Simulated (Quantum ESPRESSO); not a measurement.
# BN (F-43m) in Quantum ESPRESSO: notebook

One crystal, BN, is run at these levels: PBE+D3(BJ); tasks: single point, equation of state.

All numbers are computed with Quantum ESPRESSO 7.5; they aren't measurements. Logs are shortened: lines on timing, memory, paths and dates and some standing lists are left out, and cuts for length are marked.

**The experiment to reproduce.**

“Effect of nanostructuration on compressibility of cubic BN”, 2012, arxiv:1208.3664 quotes, for a bulk crystal of BN at 300 K: bulk modulus 395 ± 2 GPa.

The results are compared with them further down.

**1. The structure**

It takes space group F-43m (No. 216, cubic). The conventional cell has a = 3.626 Å, b = 3.626 Å, c = 3.626 Å, α = 90.00°, β = 90.00°, γ = 90.00°. N (site symmetry -43m) is surrounded by 4 B at 1.57 Å. Around B (site symmetry -43m) lie 4 N at 1.57 Å.

The cell is a database's computed one.

**2. Single point, PBE+D3(BJ), 5.60 Å³/atom**

File pw.in:

```
&CONTROL
  calculation = 'scf'
  prefix = 'pwscf'
  outdir = './tmp'
  pseudo_dir = './pseudo'
  tprnfor = .true.
  tstress = .true.
  disk_io = 'nowf'
/
&SYSTEM
  ibrav = 0
  nat = 2
  ntyp = 2
  ecutwfc = 84
  nbnd = 9
  occupations = 'smearing'
  smearing = 'fd'
  degauss = 0.00367493
  vdw_corr = 'grimme-d3'
  dftd3_version = 4
/
&ELECTRONS
  conv_thr = 4d-10
  electron_maxstep = 120
  mixing_beta = 0.5
/
ATOMIC_SPECIES
N     14.0070 N.upf
B     10.8100 B.upf
CELL_PARAMETERS angstrom
   0.0000000000    1.7759905947    1.7759905947
   1.7759905947    0.0000000000    1.7759905947
   1.7759905947    1.7759905947    0.0000000000
ATOMIC_POSITIONS crystal
N      0.2500000000    0.2500000000    0.2500000000
B      0.0000000000    0.0000000000    0.0000000000
K_POINTS automatic
13 13 13 0 0 0
```

Potentials or basis: PseudoDojo 0.4.1 SR PBE standard.

Launch:

```bash
$ OMP_NUM_THREADS=1 pw.x -in pw.in > pw.out
```

pw.out:

```text
This program is part of the open-source Quantum ESPRESSO suite
     for quantum simulation of materials; please cite
[... 9 lines left out ...]
     --------------------
     sticks:   dense  smooth     PW     G-vecs:    dense   smooth      PW
     Sum         511     511    163                 7799     7799    1459

     Using Slab Decomposition

     bravais-lattice index     =            0
     lattice parameter (alat)  =       4.7463  a.u.
     unit-cell volume          =      75.6047 (a.u.)^3
     number of atoms/cell      =            2
     number of atomic types    =            2
     number of electrons       =         8.00
     number of Kohn-Sham states=            9
     kinetic-energy cutoff     =      84.0000  Ry
     charge density cutoff     =     336.0000  Ry
     scf convergence threshold =      4.0E-10
     mixing beta               =       0.5000
     number of iterations used =            8  plain     mixing
     Exchange-correlation= PBE
                           (   1   4   3   4   0   0   0)

     celldm(1)=   4.746293  celldm(2)=   0.000000  celldm(3)=   0.000000
     celldm(4)=   0.000000  celldm(5)=   0.000000  celldm(6)=   0.000000

     crystal axes: (cart. coord. in units of alat)
               a(1) = (   0.000000   0.707107   0.707107 )
               a(2) = (   0.707107   0.000000   0.707107 )
               a(3) = (   0.707107   0.707107   0.000000 )

     reciprocal axes: (cart. coord. in units 2 pi/alat)
               b(1) = ( -0.707107  0.707107  0.707107 )
               b(2) = (  0.707107 -0.707107  0.707107 )
               b(3) = (  0.707107  0.707107 -0.707107 )

     PseudoPot. # 1 for N  read from file:
     N.upf
     Pseudo is Norm-conserving + core correction, Zval =  5.0
     Generated using ONCVPSP code by D. R. Hamann
     Using radial grid of 1058 points,  4 beta functions with:
                l(1) =   0
                l(2) =   0
                l(3) =   1
                l(4) =   1

     PseudoPot. # 2 for B  read from file:
     B.upf
     Pseudo is Norm-conserving + core correction, Zval =  3.0
     Generated using ONCVPSP code by D. R. Hamann
     Using radial grid of 1534 points,  4 beta functions with:
                l(1) =   0
                l(2) =   0
                l(3) =   1
                l(4) =   1

     atomic species   valence    mass     pseudopotential
     N                 5.00    14.00700     N ( 1.00)
     B                 3.00    10.81000     B ( 1.00)

     24 Sym. Ops. (no inversion) found

   Cartesian axes

     site n.     atom                  positions (alat units)
         1        N      tau(   1) = (   0.3535534   0.3535534   0.3535534  )
         2        B      tau(   2) = (   0.0000000   0.0000000   0.0000000  )

     --------------------------------------------
     DFT-D3 Dispersion Correction (3-body terms):
     --------------------------------------------
       Reference C6 values for interpolation:

         atom   Coordination number   C6
         B          0.000           214.36
         B          0.971           150.74
         B          1.944           106.23
         B          2.913            62.89
         B          4.586            56.06
         N          0.000            50.54
         N          0.994            44.25
         N          2.014            39.35
         N          2.990            31.16

       Values used:

         atom   Coordination number  R0_AB[au]  C6      C8
         N          4.271            2.478     31.16    687.49
         B          4.664            3.039     56.06   2233.91

         Molecular C6 ( Ry / a.u.^6 ) =       169.58

     number of k points=    84  Fermi-Dirac smearing, width (Ry)=  0.0037
                       cart. coord. in units 2pi/alat
        k(    1) = (   0.0000000   0.0000000   0.0000000), wk =   0.0009103
        k(    2) = (   0.0543928   0.0543928  -0.0543928), wk =   0.0072827
        k(    3) = (   0.1087857   0.1087857  -0.1087857), wk =   0.0072827
        k(    4) = (   0.1631785   0.1631785  -0.1631785), wk =   0.0072827
        k(    5) = (   0.2175713   0.2175713  -0.2175713), wk =   0.0072827
        k(    6) = (   0.2719641   0.2719641  -0.2719641), wk =   0.0072827
[... 76 lines left out ...]
        k(   83) = (   0.0000000  -0.4351426   0.6527140), wk =   0.0218480
        k(   84) = (  -0.0543928  -0.3807498   0.7071068), wk =   0.0218480

     Dense  grid:     7799 G-vectors     FFT dimensions: (  27,  27,  27)

     Initial potential from superposition of free atoms

     starting charge       7.9997, renormalised to       8.0000
     Starting wfcs are    8 randomized atomic wfcs +    1 random wfcs

     Self-consistent Calculation

     iteration #  1     ecut=    84.00 Ry     beta= 0.50
     Davidson diagonalization with overlap
     ethr =  1.00E-02,  avg # of iterations =  5.1

     total energy              =     -26.79337052 Ry
     estimated scf accuracy    <       0.22350920 Ry

     iteration #  2     ecut=    84.00 Ry     beta= 0.50
     Davidson diagonalization with overlap
     ethr =  2.79E-03,  avg # of iterations =  1.0

     total energy              =     -26.82993918 Ry
     estimated scf accuracy    <       0.01998854 Ry

     iteration #  3     ecut=    84.00 Ry     beta= 0.50
     Davidson diagonalization with overlap
     ethr =  2.50E-04,  avg # of iterations =  1.1
[... 22 lines left out ...]
     total energy              =     -26.83133864 Ry
     estimated scf accuracy    <       0.00000002 Ry

     iteration #  7     ecut=    84.00 Ry     beta= 0.50
     Davidson diagonalization with overlap
     ethr =  2.04E-10,  avg # of iterations =  3.2

     total energy              =     -26.83133866 Ry
     estimated scf accuracy    <       0.00000002 Ry

     iteration #  8     ecut=    84.00 Ry     beta= 0.50
     Davidson diagonalization with overlap
     ethr =  2.04E-10,  avg # of iterations =  1.0

     End of self-consistent calculation

          k = 0.0000 0.0000 0.0000 (   941 PWs)   bands (ev):

    -8.8016  12.0193  12.0193  12.0193  21.1551  21.1551  21.1551  23.2591
    37.7701

          k = 0.0544 0.0544-0.0544 (   950 PWs)   bands (ev):

    -8.6513  11.2077  11.8548  11.8548  21.3997  21.4041  21.4041  23.7066
    37.4981

          k = 0.1088 0.1088-0.1088 (   968 PWs)   bands (ev):

    -8.2047   9.2795  11.4438  11.4438  21.8098  22.0028  22.0028  24.8275
    36.8662

          k = 0.1632 0.1632-0.1632 (   965 PWs)   bands (ev):

    -7.4770   6.9385  10.9482  10.9482  22.1936  22.6234  22.6234  26.0381
    36.2854
[... 388 lines left out ...]
    -2.8044   3.4787   5.6830   5.8539  19.7071  24.2031  27.9018  29.9552
    32.4237

          k = 0.0000-0.4351 0.6527 (   984 PWs)   bands (ev):

    -2.6118   3.7895   4.5146   6.0934  20.7409  25.5232  27.1240  29.0279
    32.0140

          k =-0.0544-0.3807 0.7071 (   985 PWs)   bands (ev):

    -2.6277   3.8901   4.7327   5.6314  21.7723  25.6308  26.8635  28.2606
    31.9153

     the Fermi energy is    14.4842 ev

!    total energy              =     -26.83133866 Ry
     estimated scf accuracy    <          2.8E-10 Ry
     smearing contrib. (-TS)   =       0.00000000 Ry
     internal energy E=F+TS    =     -26.83133866 Ry

     The total energy is F=E-TS. E is the sum of the following terms:
     one-electron contribution =       5.34591277 Ry
     hartree contribution      =       3.48552667 Ry
     xc contribution           =      -8.82519830 Ry
     ewald contribution        =     -26.80812087 Ry
     DFT-D3 Dispersion         =      -0.02945893 Ry

     convergence has been achieved in   8 iterations

     Forces acting on atoms (cartesian axes, Ry/au):

     atom    1 type  1   force =    -0.00000000   -0.00000000   -0.00000000
     atom    2 type  2   force =    -0.00000000   -0.00000000   -0.00000000

     Total force =     0.000000     Total SCF correction =     0.000000

     Computing stress (Cartesian axis) and pressure

          total   stress  (Ry/bohr**3)                   (kbar)     P=      195.66
   0.00133004  -0.00000000  -0.00000000          195.66       -0.00       -0.00
   0.00000000   0.00133004  -0.00000000            0.00      195.66       -0.00
  -0.00000000   0.00000000   0.00133004           -0.00        0.00      195.66

=------------------------------------------------------------------------------=
   JOB DONE.
=------------------------------------------------------------------------------=
```

Run time: 9.8 s. Hardware: 1 thread of Intel Xeon 6985P-C at 2.30GHz (Granite Rapids), shared host; peak memory 0.09 GiB.

What came out:

| Property | Result |
| --- | --- |
| Free energy | -365.0590 eV |
| Pressure | 19.6 GPa |
| Band gap on the k mesh | 4.68 eV, indirect (least direct gap 9.14 eV) |

Caveat: an odd mesh through Γ misses points on the zone boundary, where band edges often lie.

**3. Single point, PBE+D3(BJ), 5.72 Å³/atom**

pw.in: that of step 2 with these lines changed.

```diff
@@ -30,5 +30,5 @@
 CELL_PARAMETERS angstrom
-   0.0000000000    1.7759905947    1.7759905947
-   1.7759905947    0.0000000000    1.7759905947
-   1.7759905947    1.7759905947    0.0000000000
+   0.0000000000    1.7884979828    1.7884979828
+   1.7884979828    0.0000000000    1.7884979828
+   1.7884979828    1.7884979828    0.0000000000
 ATOMIC_POSITIONS crystal
```

Potentials or basis: PseudoDojo 0.4.1 SR PBE standard.

Launch:

```bash
$ OMP_NUM_THREADS=1 pw.x -in pw.in > pw.out
```

It took 9.7 s on 1 thread of Intel Xeon 6985P-C at 2.30GHz (Granite Rapids), shared host; peak memory 0.09 GiB.

It converged, with:

| Quantity | Value |
| --- | --- |
| Free energy | -365.0812 eV |
| Pressure | 10.4 GPa |
| Band gap on the k mesh | 4.65 eV, indirect (least direct gap 9.03 eV) |

Caveat: an odd mesh through Γ misses points on the zone boundary, where band edges often lie.

**4. Single point, PBE+D3(BJ), 5.84 Å³/atom**

pw.in: that of step 3 with these lines changed.

```diff
@@ -30,5 +30,5 @@
 CELL_PARAMETERS angstrom
-   0.0000000000    1.7884979828    1.7884979828
-   1.7884979828    0.0000000000    1.7884979828
-   1.7884979828    1.7884979828    0.0000000000
+   0.0000000000    1.8008328414    1.8008328414
+   1.8008328414    0.0000000000    1.8008328414
+   1.8008328414    1.8008328414    0.0000000000
 ATOMIC_POSITIONS crystal
```

Launch:

```bash
$ OMP_NUM_THREADS=1 pw.x -in pw.in > pw.out
```

It took 10 s on 1 thread of Intel Xeon 6985P-C at 2.30GHz (Granite Rapids), shared host; peak memory 0.09 GiB.

The run converged. Its results:

```
Free energy            : -365.0904 eV
Pressure               : 2.1 GPa
Band gap on the k mesh : 4.62 eV, indirect (least direct gap 8.93 eV)
```

Caveat: an odd mesh through Γ misses points on the zone boundary, where band edges often lie.

**5. Single point, PBE+D3(BJ), 5.96 Å³/atom**

pw.in: that of step 4 with these lines changed.

```diff
@@ -30,5 +30,5 @@
 CELL_PARAMETERS angstrom
-   0.0000000000    1.8008328414    1.8008328414
-   1.8008328414    0.0000000000    1.8008328414
-   1.8008328414    1.8008328414    0.0000000000
+   0.0000000000    1.8130010000    1.8130010000
+   1.8130010000    0.0000000000    1.8130010000
+   1.8130010000    1.8130010000    0.0000000000
 ATOMIC_POSITIONS crystal
```

Launch:

```bash
$ OMP_NUM_THREADS=1 pw.x -in pw.in > pw.out
```

Wall time 9.3 s (1 thread of Intel Xeon 6985P-C at 2.30GHz (Granite Rapids), shared host); peak memory 0.09 GiB.

Results (log left out):

```yaml
Free_energy: -365.0879 eV
Pressure: -5.4 GPa
Band_gap_on_the_k_mesh: 4.60 eV, indirect (least direct gap 8.83 eV)
```

Caveat: an odd mesh through Γ misses points on the zone boundary, where band edges often lie.

**6. Single point, PBE+D3(BJ), 6.08 Å³/atom**

pw.in: that of step 5 with these lines changed.

```diff
@@ -30,5 +30,5 @@
 CELL_PARAMETERS angstrom
-   0.0000000000    1.8130010000    1.8130010000
-   1.8130010000    0.0000000000    1.8130010000
-   1.8130010000    1.8130010000    0.0000000000
+   0.0000000000    1.8250079791    1.8250079791
+   1.8250079791    0.0000000000    1.8250079791
+   1.8250079791    1.8250079791    0.0000000000
 ATOMIC_POSITIONS crystal
```

Potentials or basis: PseudoDojo 0.4.1 SR PBE standard.

Launch:

```bash
$ OMP_NUM_THREADS=1 pw.x -in pw.in > pw.out
```

Wall time 9.3 s (1 thread of Intel Xeon 6985P-C at 2.30GHz (Granite Rapids), shared host); peak memory 0.09 GiB.

The run converged. Its results:

```yaml
Free_energy: -365.0747 eV
Pressure: -12.3 GPa
Band_gap_on_the_k_mesh: 4.57 eV, indirect (least direct gap 8.74 eV)
```

Caveat: an odd mesh through Γ misses points on the zone boundary, where band edges often lie.

**7. Single point, PBE+D3(BJ), 6.20 Å³/atom**

pw.in: that of step 6 with these lines changed.

```diff
@@ -30,5 +30,5 @@
 CELL_PARAMETERS angstrom
-   0.0000000000    1.8250079791    1.8250079791
-   1.8250079791    0.0000000000    1.8250079791
-   1.8250079791    1.8250079791    0.0000000000
+   0.0000000000    1.8368590123    1.8368590123
+   1.8368590123    0.0000000000    1.8368590123
+   1.8368590123    1.8368590123    0.0000000000
 ATOMIC_POSITIONS crystal
```

Launch:

```bash
$ OMP_NUM_THREADS=1 pw.x -in pw.in > pw.out
```

It took 8.9 s on 1 thread of Intel Xeon 6985P-C at 2.30GHz (Granite Rapids), shared host; peak memory 0.09 GiB.

It converged, with:

```yaml
Free_energy: -365.0517 eV
Pressure: -18.5 GPa
Band_gap_on_the_k_mesh: 4.54 eV, indirect (least direct gap 8.64 eV)
```

Caveat: an odd mesh through Γ misses points on the zone boundary, where band edges often lie.

**8. Single point, PBE+D3(BJ), 6.32 Å³/atom**

pw.in: that of step 7 with these lines changed.

```diff
@@ -30,5 +30,5 @@
 CELL_PARAMETERS angstrom
-   0.0000000000    1.8368590123    1.8368590123
-   1.8368590123    0.0000000000    1.8368590123
-   1.8368590123    1.8368590123    0.0000000000
+   0.0000000000    1.8485590667    1.8485590667
+   1.8485590667    0.0000000000    1.8485590667
+   1.8485590667    1.8485590667    0.0000000000
 ATOMIC_POSITIONS crystal
```

Launch:

```bash
$ OMP_NUM_THREADS=1 pw.x -in pw.in > pw.out
```

Wall time 8.7 s (1 thread of Intel Xeon 6985P-C at 2.30GHz (Granite Rapids), shared host); peak memory 0.09 GiB.

Results (log left out):

```
Free energy            : -365.0198 eV
Pressure               : -24.2 GPa
Band gap on the k mesh : 4.52 eV, indirect (least direct gap 8.55 eV)
```

Caveat: an odd mesh through Γ misses points on the zone boundary, where band edges often lie.

**9. Equation of state, PBE+D3(BJ)**

Potentials or basis: PseudoDojo 0.4.1 SR PBE standard.

This step only gathers the single runs of the series.

What came out:

```
Equilibrium volume                      : 5.87 Å³/atom
Bulk modulus                            : 380 GPa
Pressure derivative of the bulk modulus : 3.7
```

Energy against volume, from the lowest point:
| volume (Å³/atom) | energy (meV/atom) |
| --- | --- |
| 5.602 | 15.74 |
| 5.721 | 4.63 |
| 5.840 | 0.00 |
| 5.959 | 1.26 |
| 6.078 | 7.88 |
| 6.198 | 19.37 |
| 6.317 | 35.30 |

**10. Comparison with measurements**

Step 9. A measured bulk modulus of BN is 395 GPa (300 K; quoted in “Effect of nanostructuration on compressibility of cubic BN”, 2012, arxiv:1208.3664); the calculated 380 GPa misses it by -3.8 %. The fit is for a static lattice scaled at fixed shape and fixed fractional positions.
